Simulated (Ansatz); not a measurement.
# Bi2Se3 (Paraguanajuatite) (R-3m) in Ansatz: convergence with ecutrho ratio

Aim: find how far ecutrho ratio must go before the results for Bi2Se3 (Paraguanajuatite) settle, at r2SCAN. This setting moves, with any that are tied to it; all else stays.

Everything below comes from runs of Ansatz 0.2.0. Logs are shortened: lines on timing, memory, paths and dates and some standing lists are left out, and cuts for length are marked.

## (1) The crystal as given

It takes space group R-3m (No. 166, trigonal). Conventional cell: a = 4.143 Å, b = 4.143 Å, c = 28.636 Å, α = 90.00°, β = 90.00°, γ = 120.00°. Bi (site symmetry 3m) is surrounded by 6 Se at 2.85 to 3.07 Å. Se (site symmetry 3m) is surrounded by 3 Bi at 2.85 Å. Around Se (site symmetry -3m) lie 6 Bi at 3.07 Å.

## (2) With ecutrho ratio 4

Contents of input.yaml:

```yaml
crystal:
  lattice:
    - [2.0715, 1.1959810826, 9.5453333333]
    - [-2.0715, 1.1959810826, 9.5453333333]
    - [0.0, -2.3919621653, 9.5453333333]
  atoms:
    - { symbol: Bi, position: [0.5992, 0.5992, 0.5992] }
    - { symbol: Bi, position: [0.4008, 0.4008, 0.4008] }
    - { symbol: Se, position: [0.7883, 0.7883, 0.7883] }
    - { symbol: Se, position: [0.2117, 0.2117, 0.2117] }
    - { symbol: Se, position: [0.0, 0.0, 0.0] }
hamiltonian:
  xc: r2scan
  pseudopotentials: { kind: paw, level: accurate }
kpoints:
  mp_grid: { grid: [6, 6, 6] }
scf:
  occupations: { method: cold, width: 0.1 }
output:
  forces: true
  stress: true
  eigenvalues: true
basis:
  ecutrho_ratio: 4
```

Potentials or basis: Ansatz PAW earlier set.

Run with:

```bash
$ ansatz run input.yaml --threads 2 --pin off --max-ram 5632MiB --backend cpu --events-out ev --progress --plain --runs-dir out
```

Wall time 52 s (2 threads of Intel Xeon at 2.50GHz (Skylake/Cascade Lake), shared host); peak memory 1.1 GiB.

Results:

```yaml
Free_energy: -48607.7125 eV
Pressure: 1.4 GPa
Largest_force: 0.065 eV/Å
Band_gap_on_the_k_mesh: 0.50 eV, direct
```

## (3) With ecutrho ratio 5

Edit input.yaml of step 2 so:

```diff
@@ -23,2 +23,2 @@
 basis:
-  ecutrho_ratio: 4
+  ecutrho_ratio: 5
```

Potentials or basis: Ansatz PAW earlier set.

Run with:

```bash
$ ansatz run input.yaml --threads 2 --pin off --max-ram 5632MiB --backend cpu --events-out ev --progress --plain --runs-dir out
```

Wall time 52 s (2 threads of Intel Xeon at 2.50GHz (Skylake/Cascade Lake), shared host); peak memory 1.3 GiB.

What came out:

```
Free energy            : -48607.7126 eV
Pressure               : 1.4 GPa
Largest force          : 0.065 eV/Å
Band gap on the k mesh : 0.50 eV, direct
```

## (4) With ecutrho ratio 6

Edit input.yaml of step 3 so:

```diff
@@ -23,2 +23,2 @@
 basis:
-  ecutrho_ratio: 5
+  ecutrho_ratio: 6
```

Run with:

```bash
$ ansatz run input.yaml --threads 2 --pin off --max-ram 5632MiB --backend cpu --events-out ev --progress --plain --runs-dir out
```

It took 57 s on 2 threads of Intel Xeon at 2.50GHz (Skylake/Cascade Lake), shared host; peak memory 1.6 GiB.

Results:

| Property | Result |
| --- | --- |
| Free energy | -48607.7127 eV |
| Pressure | 1.4 GPa |
| Largest force | 0.065 eV/Å |
| Band gap on the k mesh | 0.50 eV, direct |

## (5) With ecutrho ratio 8

Edit input.yaml of step 4 so:

```diff
@@ -23,2 +23,2 @@
 basis:
-  ecutrho_ratio: 6
+  ecutrho_ratio: 8
```

Run with:

```bash
$ ansatz run input.yaml --threads 2 --pin off --max-ram 5632MiB --backend cpu --events-out ev --progress --plain --runs-dir out
```

Run time: 60 s. Hardware: 2 threads of Intel Xeon at 2.50GHz (Skylake/Cascade Lake), shared host; peak memory 1.9 GiB.

The run converged. Its results:

```yaml
Free_energy: -48607.7128 eV
Pressure: 1.4 GPa
Largest_force: 0.065 eV/Å
Band_gap_on_the_k_mesh: 0.50 eV, direct
```

## (6) With ecutrho ratio 10

Edit input.yaml of step 5 so:

```diff
@@ -23,2 +23,2 @@
 basis:
-  ecutrho_ratio: 8
+  ecutrho_ratio: 10
```

Potentials or basis: Ansatz PAW earlier set.

Run with:

```bash
$ ansatz run input.yaml --threads 2 --pin off --max-ram 5632MiB --backend cpu --events-out ev --progress --plain --runs-dir out
```

Wall time 64 s (2 threads of Intel Xeon at 2.50GHz (Skylake/Cascade Lake), shared host); peak memory 2.4 GiB.

Results (log left out):

| Property | Result |
| --- | --- |
| Free energy | -48607.7128 eV |
| Pressure | 1.4 GPa |
| Largest force | 0.065 eV/Å |
| Band gap on the k mesh | 0.50 eV, direct |

## (7) With ecutrho ratio 12

Edit input.yaml of step 6 so:

```diff
@@ -23,2 +23,2 @@
 basis:
-  ecutrho_ratio: 10
+  ecutrho_ratio: 12
```

Potentials or basis: Ansatz PAW earlier set.

Run with:

```bash
$ ansatz run input.yaml --threads 2 --pin off --max-ram 5632MiB --backend cpu --events-out ev --progress --plain --runs-dir out
```

The log of the run:

```text
Warning: RAYON_NUM_THREADS=2 ignored (pool sized by the plan → 2); use --threads N
basis.fft_grid_basis auto: the FFT boxes are laid along the combinations [[1, 0, -1], [0, 1, -1], [0, 0, 1]] of the cell's own vectors, 4.143, 4.143 and 9.840 Å long. The dense box has 60×60×144 points. Along the cell's own vectors, as sized, it would have 144×144×144, 5.76 times as many. Of the 12 symmetry operations that the crystal satisfies within crystal.symmetry.tolerance (time reversal apart; of a slab, those that keep its plane) the dense box along the cell's own vectors carries 12, and the one as laid loses 8 of those. basis.fft_grid_basis: typed keeps the cell's own vectors: state it where this run's energies or levels are differenced outside the engine with another run's, or held beside a run that keeps those vectors.
Engine: ansatz 0.2.0, x86_64-unknown-linux-gnu
Pseudopotentials: kind: paw, level: accurate
Pseudopotential: Bi, paw, valence charge 23, recommended cutoff 600 eV (high), Bi.paw.azcp
Pseudopotential: Se, paw, valence charge 16, recommended cutoff 580 eV (normal), Se.paw.azcp#accurate
Functional definition: r2SCAN
  parameter k0 = 0.174
  parameter k1 = 0.065
  parameter a1 = 4.9479
  exchange = r2scan_x(k0 = k0, k1 = k1, a1 = a1)
  correlation = r2scan_c
Crystal: 5 atoms, lattice volume = 141.890 Å³
Basis set: ecut = 600 eV, 4749 PW (Γ), FFT grids on a1−a3, a2−a3, a3, exchange–correlation on 240×240×576 points (64 copies of the dense FFT grid, shifted against one another)
Bands: 57, of which v1, the nominal top of the filled ones, is band 47 counted from 1 (46 counted from 0)
Symmetry: 12 space group operations
Space group: R-3m (ITA 166), of the structure as read, at distance tolerance 5.2e-5 Å
k-points: 32 of 216
Non-local potential: Bi, projectors of the file, l = 0: 3, l = 1: 3, l = 2: 3, l = 3: 2
Non-local potential: Se, projectors of the file, l = 0: 3, l = 1: 3, l = 2: 3, l = 3: 2, l = 4: 1
PAW form: soft (Blöchl's): semilocal exchange-correlation on the pseudo side does not see the compensation charge
PAW frozen core: Bi, regenerated for the run's functional (the file was generated under x = pbe(κ = 0.804, μ = 0.2195149727645171), c = pbe(β = 0.06672455060314922))
PAW frozen core: Se, regenerated for the run's functional (the file was generated under x = pbe(κ = 0.804, μ = 0.2195149727645171), c = pbe(β = 0.06672455060314922))
PAW one-centre angular grid: Bi, 590 points (default); XC on 241 of its mesh's 495 points in the sphere
PAW one-centre angular grid: Se, 590 points (default); XC on 177 of its mesh's 1503 points in the sphere
[... 22 lines left out ...]
F+E_penalty+E_count: -48607.712830 eV  (lagrangian_ev)
Harris-Foulkes:  -48607.712829 eV  (|F-HF|=8.73e-10)
Internal energy: -48607.712829 eV  (E = F + TS)
E sigma→0 (E₀):  -48607.712829 eV
Fermi energy:    9.759533 eV
Smearing:        width narrowed from 0.1000 eV (input) to 0.0748 eV after iteration 9, whose occupations did not sum to the number of electrons (Fermi level in a gap)
Step filling:    the computed levels leave a gap of 0.4953 eV = 6.6 smearing widths at the electron count; against every level under it full and every level over it empty, smearing changes F+E_penalty+E_count by +5.02e-8 meV and its σ→0 estimate by -2.27e-6 meV
--- Per-component energies (eV) ---
  E_band       = -2961.111841
  E_kinetic    = 1751.926458
  E_local      = -22789.358295  (includes V_loc(G=0)·N_el)
  E_nonlocal   = 4603.692031
  E_hartree    = 8285.553714
  E_xc         = -2199.763394
  E_vxc        = -976.935021  (∫ρ·V_xc dr)
  E_paw        = -26476.660467  (= ΣΔE_a, less E_core_relax)
  E_vpaw       = -2181.713520  (= ΣTr[D̂ρ^β], less what the cores' own moments, if any, meet on the grid)
  E_core_relax = -0.001601  (the energy of the cores' relaxation)
  E_aug_tail   = 0.000000  (compensation charges beyond the density's cutoff)
  E_vtau       = 60.169524  (kinetic-family band-sum trace: ∫τ·v_τ [+ j·A + Jᵃ·Aᵃ] dr)
  E_ewald      = -11777.680853
  E_core_change = -5.420422  (= ΣΔE_core)
  E_smearing   = 0.000000  (= −TS)
  E_closure    = 0.000000  (closes the sum)
  E_count      = -0.000001  (occupations off the electron count; not in F)
  Σ components = -48607.712829   (vs F -48607.712829, Δ=0.00e0)
--- Forces (eV/Å), atoms counted from 1 ---
  atom   1  Bi     0.00000000    -0.00000000     0.05013608
  atom   2  Bi     0.00000000     0.00000000    -0.05013608
  atom   3  Se     0.00000000     0.00000000    -0.06498624
  atom   4  Se     0.00000000    -0.00000000     0.06498624
  atom   5  Se    -0.00000000    -0.00000000     0.00000000
  max |Σ_I F_I| component: 2.10e-30 eV/Å
--- Stress (GPa, compression-positive) ---
        1.347241       0.000000       0.000000
        0.000000       1.347241      -0.000000
        0.000000      -0.000000       1.561900
  P = ⅓ Tr σ = 1.4188 GPa (14.188 kbar)
--- Band table (eV; the first three rows and the last of 32) ---
  k-point 0: bands = ["-147.1632", "-147.1632", "-84.6437", "-84.6437", "-84.6437", "-84.6437", "-84.6428", "-84.6428", "-38.7534", "-38.7534", "-38.7530", "-38.7530", "-38.7460", "-38.7460", "-38.7455", "-38.7455", "-38.7416", "-38.7414", "-38.6056", "-38.5988", "-38.5988", "-38.5696", "-38.5696", "-14.4830", "-14.4830", "-14.4809", "-14.4809", "-14.4710", "-14.4683", "-14.4595", "-14.4595", "-14.4568", "-14.4568", "-5.5767", "-4.8096", "-3.9147", "-0.3339", "0.4996", "7.2303", "7.2568", "7.4280", "7.4280", "7.4496", "7.4496", "8.1179", "8.1179", "9.4616", "9.9569", "11.0043", "11.0043", "11.8220", "12.3709", "12.3709", "15.7506", "16.9502", "16.9502"]
  k-point 1: bands = ["-147.1632", "-147.1632", "-84.6437", "-84.6437", "-84.6437", "-84.6437", "-84.6428", "-84.6428", "-38.7534", "-38.7533", "-38.7530", "-38.7529", "-38.7460", "-38.7460", "-38.7455", "-38.7454", "-38.7416", "-38.7414", "-38.6055", "-38.5989", "-38.5988", "-38.5696", "-38.5696", "-14.4877", "-14.4847", "-14.4767", "-14.4746", "-14.4674", "-14.4647", "-14.4627", "-14.4602", "-14.4598", "-14.4566", "-5.3140", "-4.5879", "-3.7629", "-0.5166", "0.1879", "5.9470", "6.0690", "6.6763", "6.7515", "7.3696", "8.0102", "8.1143", "8.3287", "8.7298", "11.0330", "11.4566", "11.6945", "11.9083", "12.4221", "13.0749", "14.9958", "15.9161", "17.2146"]
  k-point 2: bands = ["-147.1632", "-147.1632", "-84.6437", "-84.6437", "-84.6437", "-84.6437", "-84.6428", "-84.6428", "-38.7533", "-38.7533", "-38.7530", "-38.7528", "-38.7461", "-38.7460", "-38.7455", "-38.7454", "-38.7415", "-38.7414", "-38.6055", "-38.5989", "-38.5989", "-38.5696", "-38.5695", "-14.4995", "-14.4945", "-14.4717", "-14.4692", "-14.4670", "-14.4659", "-14.4563", "-14.4554", "-14.4534", "-14.4531", "-4.5786", "-4.0453", "-3.4505", "-1.1870", "-0.5878", "4.4547", "5.5593", "5.9356", "6.1730", "6.5897", "6.9985", "7.9087", "8.0946", "8.8764", "10.7348", "11.7120", "12.0530", "12.7522", "13.3827", "14.0951", "14.2721", "16.4021", "17.0919"]
  k-point 31: bands = ["-147.1632", "-147.1632", "-84.6437", "-84.6437", "-84.6437", "-84.6437", "-84.6428", "-84.6428", "-38.7534", "-38.7534", "-38.7530", "-38.7530", "-38.7460", "-38.7460", "-38.7455", "-38.7455", "-38.7416", "-38.7414", "-38.6056", "-38.5988", "-38.5988", "-38.5696", "-38.5696", "-14.4830", "-14.4830", "-14.4809", "-14.4809", "-14.4708", "-14.4685", "-14.4595", "-14.4595", "-14.4567", "-14.4567", "-5.4105", "-5.1604", "-3.6115", "-0.8005", "0.9126", "6.6187", "7.3118", "7.3118", "7.6991", "7.6991", "7.9432", "7.9432", "7.9614", "9.0496", "10.2960", "11.3126", "11.3126", "11.7577", "12.0263", "12.0263", "15.7065", "16.6056", "16.6056"]
```

It took 68 s on 2 threads of Intel Xeon at 2.50GHz (Skylake/Cascade Lake), shared host; peak memory 3.2 GiB.

What came out:

```
Free energy            : -48607.7128 eV
Pressure               : 1.4 GPa
Largest force          : 0.065 eV/Å
Band gap on the k mesh : 0.50 eV, direct
```

## (8) The series at a glance

| ecutrho ratio | energy less the tightest run, at zero smearing (meV/atom) | SCF cycles | CPU time (s) | peak memory (GiB) |
| --- | --- | --- | --- | --- |
| 4 | 0.06 | 11 | 99 | 1.1 |
| 5 | 0.04 | 11 | 99 | 1.3 |
| 6 | 0.02 | 11 | 110 | 1.6 |
| 8 | 0.01 | 11 | 110 | 1.9 |
| 10 | 0.00 | 11 | 120 | 2.4 |
| 12 | 0.00 | 11 | 130 | 3.2 |

Against the tightest run, the energy stays within 1 meV/atom from 4 on. The tightest run that finished is the yardstick and may itself not be fully converged.

Caveats: spin-orbit coupling is left out, which as a rule narrows the gap of such compounds by several tenths of an eV; the PAW data sets come from PBE, with cores solved anew for the run's functional, which leaves a small shift of forces and pressure.
